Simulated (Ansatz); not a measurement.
The system is I.

```xyz
4
Lattice="3.6350 -2.3950 0.0000 3.6350 2.3950 0.0000 0.0000 0.0000 9.7934" Properties=species:S:1:pos:R:3 pbc="T T T"
I     3.6350   -0.7152    3.7646
I     3.6350    1.6799    1.1321
I     3.6350    0.7152    6.0288
I     3.6350   -1.6799    8.6613
```

```yaml
Program: Ansatz 0.2.0
Task: relaxation of cell and atoms
Functional: PBE
Potentials_or_basis: JTH PAW
Cutoff: "480 eV (not typed: the program's choice for these potentials)"
k_mesh: 7 × 7 × 3
Occupations: fermi-dirac, width 0.05 eV
Spin: no spin polarisation
```

At the start: volume 42.63 Å³/atom.

Q: How do energy, volume and symmetry change on relaxing?

A: It ends after 11 steps and the volume is 51.01 Å³/atom (+19.6 %); space group Cmce (No. 64, to 0.05 Å).

Step by step:
```tsv
step	energy change (eV)	largest force (eV/Å)	volume (Å³)
1	0.0000	0.9979	170.52
2	-0.1474	0.2107	175.43
3	-0.1930	0.0562	178.93
4	-0.2140	0.0429	182.10
5	-0.2318	0.0097	188.05
6	-0.2367	0.0526	196.33
7	-0.2396	0.0099	199.23
8	-0.2401	0.0048	202.10
9	-0.2402	0.0018	203.54
10	-0.2402	0.0001	204.03
11	-0.2419	0.0003	204.03
```

Final structure:
```cif
data_structure
_symmetry_space_group_name_H-M 'P 1'
_symmetry_Int_Tables_number 1
_cell_length_a 5.0772
_cell_length_b 5.0772
_cell_length_c 9.7882
_cell_angle_alpha 90.000
_cell_angle_beta 90.000
_cell_angle_gamma 53.961
_cell_volume 204.03
loop_
_atom_site_label
_atom_site_type_symbol
_atom_site_fract_x
_atom_site_fract_y
_atom_site_fract_z
_atom_site_occupancy
I1 I 0.66305 0.33695 0.37748 1
I2 I 0.16305 0.83695 0.12252 1
I3 I 0.33695 0.66305 0.62252 1
I4 I 0.83695 0.16305 0.87748 1
```

Caveat: the volume moved by over 15 % at a fixed basis, so the end points are rough; the plane-wave basis is chosen anew once the cell has moved, so the energies of steps on either side of that aren't comparable.
